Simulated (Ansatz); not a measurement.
# PtSe2 (Sudovikovite) (P-3m1) in Ansatz: notebook

The runs below take PtSe2 (Sudovikovite) through band structure, single point, equation of state, with LDA+U, PBE+U, RPBE, BLYP+D3(BJ), PBE.

All numbers are computed with Ansatz 0.2.0; they aren't measurements. Logs are shortened: lines on timing, memory, paths and dates and some standing lists are left out, and cuts for length are marked.

## Step 1: The crystal as given

Symmetry: P-3m1, No. 164, trigonal system. Conventional cell: a = 3.724 Å, b = 3.724 Å, c = 5.062 Å, α = 90.00°, β = 90.00°, γ = 120.00°. Pt (site symmetry -3m) has 6 Se at 2.49 Å as nearest neighbours. Se (site symmetry 3m) has 3 Pt at 2.49 Å as nearest neighbours.

## Step 2: Band structure, LDA+U

input.yaml reads:

```yaml
crystal:
  lattice:
    - [3.724, 0.0, 0.0]
    - [-1.862, 3.2250786037, 0.0]
    - [0.0, 0.0, 5.062]
  atoms:
    - { symbol: Pt, position: [0.0, 0.0, 0.0] }
    - { symbol: Se, position: [0.6666666667, 0.3333333333, 0.75] }
    - { symbol: Se, position: [0.3333333333, 0.6666666667, 0.25] }
hamiltonian:
  xc: lda
  pseudopotentials: { kind: paw }
  hubbard: { sites: [{ species: Pt, l: d, u_eff: 8.0 }] }
kpoints:
  mp_grid: { grid: [8, 8, 5] }
  band_path:
    path:
      - [[0.0, 0.0, 0.0], [0.5, 0.0, 0.0], [0.3333333333, 0.3333333333, 0.0], [0.0, 0.0, 0.0], [0.0, 0.0, 0.5], [0.5, 0.0, 0.5], [0.3333333333, 0.3333333333, 0.5], [0.0, 0.0, 0.5]]
      - [[0.5, 0.0, 0.5], [0.5, 0.0, 0.0]]
      - [[0.3333333333, 0.3333333333, 0.0], [0.3333333333, 0.3333333333, 0.5]]
    npoints: 14
scf:
  occupations: { method: fermi_dirac, width: 0.05 }
  n_extra_bands: 7
output:
  forces: true
  stress: true
  eigenvalues: true
  fatbands: true
```

Potentials or basis: Ansatz PAW.

On the command line:

```
$ ansatz run input.yaml --threads 2 --pin off --max-ram 5120MiB --backend cpu --events-out ev --progress --plain --runs-dir out
```

The program printed:

```text
Warning: RAYON_NUM_THREADS=2 ignored (pool sized by the plan → 2); use --threads N
Pt: projections on atomic orbitals take those of the free atom [Kr 4d10 4f14] 5s2 5p6 5d9 6s1, of charge +0.00 (hamiltonian.pseudopotentials.projection_atoms); the dataset's partial waves leave at most 9.1e-5 of an orbital's norm unspanned inside its sphere
Se: projections on atomic orbitals take those of the free atom [Ar] 3d10 4s2 4p4, of charge +0.00 (hamiltonian.pseudopotentials.projection_atoms); the dataset's partial waves leave at most 2.3e-6 of an orbital's norm unspanned inside its sphere
scf.n_extra_bands = 7 over 25 filled bands (N_el = 50.0): the run solves 32 bands
Engine: ansatz 0.2.0, aarch64-unknown-linux-gnu
Pseudopotentials: kind: paw
Pseudopotential: Pt, paw, valence charge 18, recommended cutoff 420 eV (normal), Pt.paw.azcp
Pseudopotential: Se, paw, valence charge 16, recommended cutoff 420 eV (normal), Se.paw.azcp
Functional definition: SPW92
  exchange = slater_x
  correlation = pw_c
Crystal: 3 atoms, lattice volume = 60.796 Å³
Basis set: ecut = 420 eV, 1205 PW (Γ)
Bands: 32, of which v1, the nominal top of the filled ones, is band 25 counted from 1 (24 counted from 0)
Symmetry: 12 space group operations
Space group: P-3m1 (ITA 164), of the structure as read, at distance tolerance 3.9e-5 Å
k-points: 40 of 320
Non-local potential: Pt, projectors of the file, l = 0: 3, l = 1: 2, l = 2: 2, l = 3: 1
Non-local potential: Se, projectors of the file, l = 0: 2, l = 1: 2, l = 2: 3, l = 3: 1
PAW form: soft (Blöchl's): semilocal exchange-correlation on the pseudo side does not see the compensation charge
PAW frozen core: Pt, regenerated for the run's functional, and the local potential with it (the file was generated under x = pbe(κ = 0.804, μ = 0.2195149727645171), c = pbe(β = 0.06672455060314922))
PAW frozen core: Se, regenerated for the run's functional, and the local potential with it (the file was generated under x = pbe(κ = 0.804, μ = 0.2195149727645171), c = pbe(β = 0.06672455060314922))
PAW one-centre angular grid: Pt, 590 points (default); XC on 64 Gauss nodes
PAW one-centre angular grid: Se, 590 points (default); XC on 64 Gauss nodes
Initial density: superposition of atomic densities (chi_scale 0.1, normalization cell, long waves of neutral atoms under a Hubbard term (reshape's long-wave potential 0.01 eV rms, cloud 2.56 Å wide))
Initial wavefunctions: pseudopotential atomic-orbital guess
Functional: x = slater, c = lda
SCF iter   1: F=—  HF=-23009.317463 eV  |F-HF|=—  |Δ(HF+E_count)|=         —  Δρ=4.04e-2  dr2=1.71e0  ethr=3.10e-3  ⟨swp⟩=5.9  Hψ=4984  notcnv=0  defer=1
preconditioner: auto → LDOS  [metal: Δε(μ)=0.110 eV  Ē_g=12.567 eV  σ=0.050 eV  W_gap=0.49  n_scr=22 (ndim 8)  ℏωp=22.3 eV  f_vac=0.017  D(μ)=0.68/eV (n_scr^D=2)  β→1.0]
SCF iter   2: F=—  HF=-23009.626880 eV  |F-HF|=—  |Δ(HF+E_count)|=   3.09e-1  Δρ=4.61e-2  dr2=2.30e0  ethr=3.10e-3  ⟨swp⟩=3.0  Hψ=2235  notcnv=0  defer=55
preconditioner: auto → Resta (q_TF=auto, 2.641 Å⁻¹)  ε∞=4.3  [insulator: Δε(μ)=0.161 eV  Ē_g=12.217 eV  σ=0.050 eV  W_gap=0.65  n_scr=22 (ndim 8)  ℏωp=22.3 eV  f_vac=0.029  D(μ)=0.42/eV (n_scr^D=0)  ε∞_Penn≈4.3  β→0.5]
SCF iter   3: F=—  HF=-23009.212341 eV  |F-HF|=—  |Δ(HF+E_count)|=   4.15e-1  Δρ=1.09e-2  dr2=3.26e-2  ethr=3.10e-3  ⟨swp⟩=2.5  Hψ=2264  notcnv=0  defer=57
SCF iter   4: F=—  HF=-23009.239773 eV  |F-HF|=—  |Δ(HF+E_count)|=   2.74e-2  Δρ=2.50e-3  dr2=4.30e-3  ethr=6.51e-5  ⟨swp⟩=2.1  Hψ=2009  notcnv=0  defer=57
SCF iter   5: F=—  HF=-23009.239314 eV  |F-HF|=—  |Δ(HF+E_count)|=   4.59e-4  Δρ=5.14e-4  dr2=1.23e-4  ethr=8.59e-6  ⟨swp⟩=2.4  Hψ=2095  notcnv=0  defer=57
SCF iter   6: F=—  HF=-23009.239271 eV  |F-HF|=—  |Δ(HF+E_count)|=   4.37e-5  Δρ=2.11e-4  dr2=3.55e-5  ethr=2.46e-7  ⟨swp⟩=2.0  Hψ=2064  notcnv=0  defer=57
SCF iter   7: F=—  HF=-23009.239268 eV  |F-HF|=—  |Δ(HF+E_count)|=   2.92e-6  Δρ=6.07e-5  dr2=2.96e-6  ethr=7.10e-8  ⟨swp⟩=2.0  Hψ=1448  notcnv=0  defer=57
SCF iter   8: F=-23009.239268 eV  HF=-23009.239268 eV  |F-HF|=3.78e-9  |Δ(HF+E_count)|=   1.25e-7  Δρ=1.06e-5  dr2=5.94e-8  ethr=2.00e-10  ⟨swp⟩=8.2  Hψ=6180  notcnv=0
SCF 1 converged in 8 iterations: F = -23009.239268 eV  dr2 = 5.94e-8
NSCF: frozen V_eff on 129 k-points
SCF converged after 8 iterations
Free energy (F): -23009.239268 eV
Harris-Foulkes:  -23009.239268 eV  (|F-HF|=3.78e-9)
Internal energy: -23009.231427 eV  (E = F + TS)
E sigma→0 (E₀):  -23009.235347 eV
Entropy (-TS):   -0.007841 eV (-2.614 meV/atom)
Fermi energy:    12.582980 eV
--- Per-component energies (eV) ---
  E_band       = -997.611585
  E_kinetic    = 881.007708
  E_local      = -6832.311767  (includes V_loc(G=0)·N_el)
  E_nonlocal   = -967.118627
  E_hartree    = 3162.504764
  E_xc         = -468.559706
  E_vxc        = -501.043176  (∫ρ·V_xc dr)
  E_hubbard    = 3.206088  (on-site DFT+U / exact-exchange correction)
  E_vhub       = -29.523942  (the Hubbard potential's part of the band-sum identity)
  E_paw        = -12834.922084  (= ΣΔE_a)
  E_vpaw       = 126.369607  (= ΣTr[D̂ρ^β])
  E_aug_tail   = -0.001033  (compensation charges beyond the density's cutoff)
  E_ewald      = -5957.935364
  E_core_change = 4.898594  (= ΣΔE_core)
  E_smearing   = -0.007841  (= −TS)
  E_closure    = 0.000000  (closes the sum)
  Σ components = -23009.239268   (vs F -23009.239268, Δ=0.00e0)
--- Forces (eV/Å), atoms counted from 1 ---
  atom   1  Pt    -0.00000000     0.00000000     0.00000000
  atom   2  Se     0.00000000    -0.00000000    -0.42200473
  atom   3  Se    -0.00000000     0.00000000     0.42200473
  max |Σ_I F_I| component: 6.31e-30 eV/Å
--- Stress (GPa, compression-positive) ---
        1.167225      -0.000000      -0.000000
       -0.000000       1.167225       0.000000
       -0.000000       0.000000      -1.162003
  P = ⅓ Tr σ = 0.3908 GPa (3.908 kbar)
--- Band table (eV; the first three rows and the last of 40) ---
  k-point 0: bands = ["-85.3472", "-39.5896", "-39.5896", "-39.4855", "-36.0270", "-36.0270", "-36.0229", "-36.0229", "-36.0213", "-36.0213", "-36.0202", "-36.0193", "-36.0184", "-36.0184", "-2.8899", "-0.1277", "4.2548", "5.0162", "5.0162", "6.4464", "6.4464", "8.9129", "11.8198", "11.8198", "13.1947", "13.9972", "13.9972", "16.4727", "16.9868", "20.3131", "20.3131", "24.8127"]
  k-point 1: bands = ["-85.3472", "-39.5896", "-39.5896", "-39.4855", "-36.0265", "-36.0265", "-36.0231", "-36.0231", "-36.0212", "-36.0212", "-36.0202", "-36.0192", "-36.0188", "-36.0188", "-2.7465", "-0.4818", "4.6150", "5.0299", "5.0299", "6.4309", "6.4309", "9.0673", "11.6379", "11.6379", "12.3278", "14.3151", "14.3151", "16.7997", "17.8450", "20.1962", "20.1962", "23.5767"]
  k-point 2: bands = ["-85.3473", "-39.5896", "-39.5896", "-39.4856", "-36.0256", "-36.0256", "-36.0231", "-36.0231", "-36.0213", "-36.0213", "-36.0203", "-36.0196", "-36.0196", "-36.0191", "-2.4093", "-1.1042", "5.0523", "5.0523", "5.1635", "6.4062", "6.4062", "9.5772", "10.9426", "11.3987", "11.3987", "14.8152", "14.8152", "17.5668", "18.9957", "19.9072", "19.9072", "22.0524"]
  k-point 39: bands = ["-85.3470", "-39.5982", "-39.5958", "-39.4853", "-36.0252", "-36.0247", "-36.0232", "-36.0222", "-36.0220", "-36.0212", "-36.0212", "-36.0201", "-36.0186", "-36.0184", "-1.2230", "-0.9893", "4.6398", "5.1680", "6.1947", "6.9370", "7.0659", "7.6503", "8.4825", "9.2339", "9.7978", "14.1060", "14.6211", "18.8216", "19.7292", "20.6124", "20.9839", "22.4551"]
Occupation matrices written to <dir>
```

bands.tsv:

```text
# k_distance	band_0	band_1	band_2	band_3	band_4	band_5	band_6	band_7	band_8	band_9	band_10	band_11	band_12	band_13	band_14	band_15	band_16	band_17	band_18	band_19	band_20	band_21	band_22	band_23	band_24	band_25	band_26	band_27	band_28	band_29	band_30	band_31
# fermi_ev = 12.582980
[... 147 lines left out ...]
7.140193	-97.929942	-52.180138	-52.180138	-52.068281	-48.607731	-48.606973	-48.606973	-48.605139	-48.604838	-48.604353	-48.604353	-48.603324	-48.601405	-48.601405	-13.677281	-13.677281	-7.672027	-7.672027	-6.321079	-5.757662	-5.154607	-5.154607	-3.865112	-3.449605	-3.449605	2.039168	2.039168	6.956665	7.603667	7.603667	7.766479	10.442240
7.184524	-97.929941	-52.180137	-52.180137	-52.068280	-48.607698	-48.606972	-48.606972	-48.605133	-48.604848	-48.604360	-48.604360	-48.603348	-48.601394	-48.601394	-13.677076	-13.677076	-7.674791	-7.674791	-6.314475	-5.749273	-5.145650	-5.145650	-3.887990	-3.463736	-3.463736	2.068702	2.068702	7.000756	7.571080	7.571080	7.758708	10.444676
```

It took 7.5 s on 2 threads of Arm Neoverse V1, shared host; peak memory 0.46 GiB.

Results:

- Free energy: -23009.2393 eV
- Pressure: 0.4 GPa
- Largest force: 0.422 eV/Å
- Band gap on the k mesh: none (metal or under the smearing width)

Forces on the atoms (eV/Å):
```
Pt   0.000  0.000  0.000
Se   0.000  0.000 -0.422
Se   0.000  0.000  0.422
```

Levels at the corners of the path, in eV from the Fermi level:
| point | band 23 | band 24 | band 25 | band 26 | band 27 | band 28 |
| --- | --- | --- | --- | --- | --- | --- |
| Γ | -0.76 | -0.76 | 0.61 | 1.41 | 1.41 | 3.89 |
| M | -3.53 | -3.48 | -3.22 | 0.60 | 2.39 | 5.17 |
| K | -2.33 | -2.16 | -2.16 | -0.14 | -0.14 | 4.48 |
| Γ | -0.76 | -0.76 | 0.61 | 1.41 | 1.41 | 3.89 |
| A | -2.00 | -1.22 | -1.22 | 2.32 | 2.32 | 5.17 |
| L | -4.38 | -2.49 | -1.10 | 0.94 | 1.47 | 4.93 |
| H | -3.89 | -3.46 | -3.46 | 2.07 | 2.07 | 7.00 |
| A | -2.00 | -1.22 | -1.22 | 2.32 | 2.32 | 5.17 |
| L | -4.38 | -2.49 | -1.10 | 0.94 | 1.47 | 4.93 |
| M | -3.53 | -3.48 | -3.22 | 0.60 | 2.39 | 5.17 |
| K | -2.33 | -2.16 | -2.16 | -0.14 | -0.14 | 4.48 |
| H | -3.89 | -3.46 | -3.46 | 2.07 | 2.07 | 7.00 |

Eigenvalues of the final occupation matrices:
```
  site  spin  trace               eigenvalues
site 1     1   4.49  0.77 0.77 0.98 0.98 0.98
```

Caveat: spin-orbit coupling is left out, which moves the levels of the heavy elements; U without spin polarisation on a metal has little footing; the PAW data sets come from PBE, with cores solved anew for the run's functional, which leaves a small shift of forces and pressure.

## Step 3: Band structure, PBE+U

Edit input.yaml of step 2 so:

```diff
@@ -10,5 +10,5 @@
 hamiltonian:
-  xc: lda
+  xc: pbe
   pseudopotentials: { kind: paw }
-  hubbard: { sites: [{ species: Pt, l: d, u_eff: 8.0 }] }
+  hubbard: { sites: [{ species: Pt, l: d, u_eff: 6.0 }] }
 kpoints:
@@ -28,2 +28,6 @@
   eigenvalues: true
-  fatbands: true
+  fatbands: false
+  write_density: true
+  write_potential: true
+  elf: true
+  volumetric_format: npy
```

Potentials or basis: Ansatz PAW.

On the command line:

```
$ ansatz run input.yaml --threads 2 --pin off --max-ram 5120MiB --backend cpu --events-out ev --progress --plain --runs-dir out
```

Run time: 6.2 s. Hardware: 2 threads of Arm Neoverse V1, shared host; peak memory 0.49 GiB.

Results (log left out):

```
Free energy            : -23459.5598 eV
Pressure               : 7.8 GPa
Largest force          : 0.762 eV/Å
Band gap on the k mesh : none (metal or under the smearing width)
```

Forces in eV/Å, atoms in the order of the input:
```
Pt   0.000  0.000  0.000
Se   0.000  0.000 -0.762
Se   0.000  0.000  0.762
```

Stress tensor (GPa, compression positive):
```
8.71 0.00 0.00
0.00 8.71 0.00
0.00 0.00 6.03
```

Levels at the corners of the path, in eV from the Fermi level:
```csv
point,band 22,band 23,band 24,band 25,band 26,band 27,band 28,band 29
Γ,-3.56,-0.90,-0.90,0.51,1.39,1.39,3.84,4.46
M,-4.05,-3.58,-3.47,-3.36,0.61,2.34,5.06,6.11
K,-5.57,-2.48,-2.21,-2.21,-0.10,-0.10,4.37,7.88
Γ,-3.56,-0.90,-0.90,0.51,1.39,1.39,3.84,4.46
A,-2.83,-2.03,-1.35,-1.35,2.28,2.28,5.09,6.58
L,-4.83,-4.24,-2.64,-1.23,0.92,1.48,4.84,4.99
H,-5.00,-4.00,-3.40,-3.40,2.03,2.03,6.88,7.50
A,-2.83,-2.03,-1.35,-1.35,2.28,2.28,5.09,6.58
L,-4.83,-4.24,-2.64,-1.23,0.92,1.48,4.84,4.99
M,-4.05,-3.58,-3.47,-3.36,0.61,2.34,5.06,6.11
K,-5.57,-2.48,-2.21,-2.21,-0.10,-0.10,4.37,7.88
H,-5.00,-4.00,-3.40,-3.40,2.03,2.03,6.88,7.50
```

Eigenvalues of the final occupation matrices:
```
  site  spin  trace               eigenvalues
site 1     1   4.45  0.75 0.75 0.98 0.98 0.98
```

Caveat: spin-orbit coupling is left out, which moves the levels of the heavy elements; U without spin polarisation on a metal has little footing.

(Part 1 of 3 ends here.)
